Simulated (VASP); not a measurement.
Here is a VASP 6.6.1 calculation.

Contents of INCAR:

```
SYSTEM = ZrSe2
PREC = Accurate
ENCUT = 520
EDIFF = 1E-6
ISMEAR = 0
SIGMA = 0.02
LREAL = .FALSE.
LASPH = .TRUE.
NELM = 80
ALGO = Normal
ISIF = 2
LWAVE = .FALSE.
LCHARG = .FALSE.
LMAXMIX = 4
GGA = PS
IVDW = 12
```

The input KPOINTS:

```
regular mesh
0
G
  3 3 2
  0 0 0
```

The input POSCAR:

```
ZrSe2                                   
1.0
    3.7384950545     -0.0000000003     -0.0000000000
   -1.8692475178      3.2376316805      0.0000000000
   -0.0000000000     -0.0000000000      5.7284894740
  Zr              Se            
     1     2
Direct
     0.0000000000000000    0.0000000000000000    0.0000000000000000
     0.6666666699999979    0.3333333300000021    0.7277415011174302
     0.3333333300000021    0.6666666699999979    0.2722584988825699
```

Contents of KPOINTS_OPT:

```
path GMKGALHA,LM,KH
20
line-mode
reciprocal
 0.0000000000  0.0000000000  0.0000000000  G
 0.5000000000  0.0000000000  0.0000000000  M

 0.5000000000  0.0000000000  0.0000000000  M
 0.3333333333  0.3333333333  0.0000000000  K

 0.3333333333  0.3333333333  0.0000000000  K
 0.0000000000  0.0000000000  0.0000000000  G

 0.0000000000  0.0000000000  0.0000000000  G
 0.0000000000  0.0000000000  0.5000000000  A

 0.0000000000  0.0000000000  0.5000000000  A
 0.5000000000  0.0000000000  0.5000000000  L

 0.5000000000  0.0000000000  0.5000000000  L
 0.3333333333  0.3333333333  0.5000000000  H

 0.3333333333  0.3333333333  0.5000000000  H
 0.0000000000  0.0000000000  0.5000000000  A

 0.5000000000  0.0000000000  0.5000000000  L
 0.5000000000  0.0000000000  0.0000000000  M

 0.3333333333  0.3333333333  0.0000000000  K
 0.3333333333  0.3333333333  0.5000000000  H
```

Potentials or basis: VASP PAW PBE potentials, release 64 (Zr_sv, Se).

Command:

```sh
$ cat potpaw_PBE.64/Zr_sv/POTCAR potpaw_PBE.64/Se/POTCAR > POTCAR
$ mpirun -np 1 vasp_std > vasp.out
```

(1) What does it give for the dispersion energy per atom?

(2) What does it give for the largest force?

(3) Predict the pressure.

(4) Estimate the band gap along the path.

Results:

(1) -0.403 eV.

(2) 0.005 eV/Å.

(3) 0.0 GPa.

(4) none (metal or under the smearing width).

Caveat: the k mesh is coarse (spacing up to 0.65 Å⁻¹), so the values aren't converged; the PAW data sets were made with another functional, which shifts forces and pressure a little; pairwise dispersion overbinds metals, which lowers pressure and volume.
